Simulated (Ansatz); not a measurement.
Born–Oppenheimer molecular dynamics of CH$_{4}$N$_{2}$O (8 atoms, charge 0, multiplicity 1). It starts at the highest image of a converged band, a first-order saddle point between two minima.

Method: Ansatz 0.2.0, RKS PBE-D4/6-31G*.

```yaml
ensemble: NVE (velocity Verlet)
time_step: 0.5 fs
steps_asked: 200
starting_velocities_drawn_for: 100 K
seed: 11479
```

First frame:

```xyz
8
Properties=species:S:1:pos:R:3
H -1.612 -0.652 -0.344
N -0.700 -0.896 0.622
C -0.185 0.015 -0.193
N 1.054 0.595 -0.204
O -1.087 0.287 -1.100
H -0.160 -1.418 1.319
H 1.130 1.433 -0.777
H 1.560 0.635 0.677
```

Question: What does the run give?

Answer: All steps were run.

```yaml
steps_done: 200
time_covered: 100 fs
mean_temperature_over_the_second_half: 1264 K
spread_of_the_potential_energy_over_the_second_half: 25.2 meV per atom
mean_potential_energy_of_the_second_half_above_the_start: -113.1 meV per atom
```

The conserved energy stayed within 0.97 meV per atom of its start (net change 0.23 meV per atom), so the integration is sound. The system heated up, since it started high on the potential surface and ran downhill. A run of 0.1 ps of so small a system gives no equilibrium averages. The orbitals stay closed-shell, which can raise the energy where a bond breaks towards radicals; this wasn't checked here.

Question: What happens to the structure?

Answer: The step under study would form H1–O5 and break H1–N2. These pairs go: H1–O5 1.31 → 3.12 Å, H1–N2 1.35 → 1.00 Å. In the last frame they stand as before the step (other bonds may differ from the relaxed reactants and products). It ends as one piece, CH4N2O. Pairs count as bonded within 1.25 times the sum of covalent radii (0.12 Å more for H–H). This is one draw of velocities; another would differ in detail.

Question: How do temperature and energy run in time?

Answer: 
| time (fs) | T (K) | potential energy less start (eV) | conserved less start (meV/atom) |
| --- | --- | --- | --- |
| 0.0 | 100 | 0.000 | 0.00 |
| 3.0 | 96 | 0.003 | 0.04 |
| 6.0 | 233 | -0.103 | 0.11 |
| 9.0 | 942 | -0.654 | -0.09 |
| 12.0 | 1708 | -1.250 | -0.41 |
| 15.0 | 1214 | -0.864 | 0.03 |
| 18.0 | 1316 | -0.945 | -0.18 |
| 21.0 | 1542 | -1.116 | 0.32 |
| 24.0 | 1671 | -1.221 | -0.30 |
| 27.0 | 1171 | -0.831 | 0.03 |
| 30.0 | 1107 | -0.779 | 0.34 |
| 33.0 | 1473 | -1.069 | -0.59 |
| 36.0 | 714 | -0.476 | 0.10 |
| 39.0 | 653 | -0.432 | -0.41 |
| 42.0 | 1246 | -0.896 | -0.90 |
| 45.0 | 1126 | -0.795 | 0.11 |
| 48.0 | 1630 | -1.193 | -0.78 |
| 51.0 | 1760 | -1.292 | -0.58 |
| 54.0 | 1568 | -1.139 | -0.06 |
| 57.0 | 1470 | -1.065 | -0.32 |
| 60.0 | 1136 | -0.802 | 0.20 |
| 63.0 | 1139 | -0.808 | -0.30 |
| 66.0 | 808 | -0.549 | 0.07 |
| 69.0 | 993 | -0.694 | -0.18 |
| 72.0 | 1399 | -1.012 | -0.55 |
| 75.0 | 1115 | -0.786 | 0.07 |
| 78.0 | 1321 | -0.952 | -0.65 |
| 81.0 | 1457 | -1.055 | -0.33 |
| 84.0 | 1550 | -1.126 | -0.11 |
| 87.0 | 1527 | -1.111 | -0.52 |
| 90.0 | 1073 | -0.756 | -0.16 |
| 93.0 | 1062 | -0.749 | -0.33 |
| 96.0 | 1031 | -0.723 | -0.15 |
| 99.0 | 1082 | -0.764 | -0.32 |

Run time: 5.4 min on 1 thread of Arm Neoverse V1 (shared host), peak memory 0.11 GiB.
